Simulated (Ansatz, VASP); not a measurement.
# Ge: programs and potentials compared

The starting cell:

```xyz
2
Lattice="0.0000 2.8289 2.8289 2.8289 0.0000 2.8289 2.8289 2.8289 0.0000" Properties=species:S:1:pos:R:3 pbc="T T T"
Ge    4.2434    4.2434    4.2434
Ge    2.8289    2.8289    2.8289
```

Alike in all runs: task relaxation of cell and atoms; functional BLYP; k mesh 8 × 8 × 8; occupations fermi-dirac, width 0.05 eV; no spin polarisation; no spin-orbit coupling.

```json
{"program and potentials": "Ansatz, Ansatz PAW", "plane-wave cutoff (eV)": "420", "notes": "potentials made for PBE, which Ansatz adapts in part", "equilibrium volume (Å³/atom)": "25.45"}
{"program and potentials": "VASP, PBE PAW files Ge_d, 600 eV", "plane-wave cutoff (eV)": "600", "notes": "potentials made for PBE", "equilibrium volume (Å³/atom)": "25.60"}
{"program and potentials": "Ansatz, all-electron LAPW, scalar-relativistic", "plane-wave cutoff (eV)": "-", "notes": "-", "equilibrium volume (Å³/atom)": "25.49"}
```

The equilibrium volume spans 25.45 (Ansatz, Ansatz PAW) to 25.60 Å³/atom (VASP, PBE PAW files Ge_d, 600 eV), with all-electron results at 25.49. Some sets were made for another functional than the one run, which can shift their rows. Relaxations stop with a little pressure left, so the last digit of a volume isn't settled.

The functional is the same throughout but for its coding, so the spread measures potentials, basis and numerics; runs on potential files found faulty are left out.
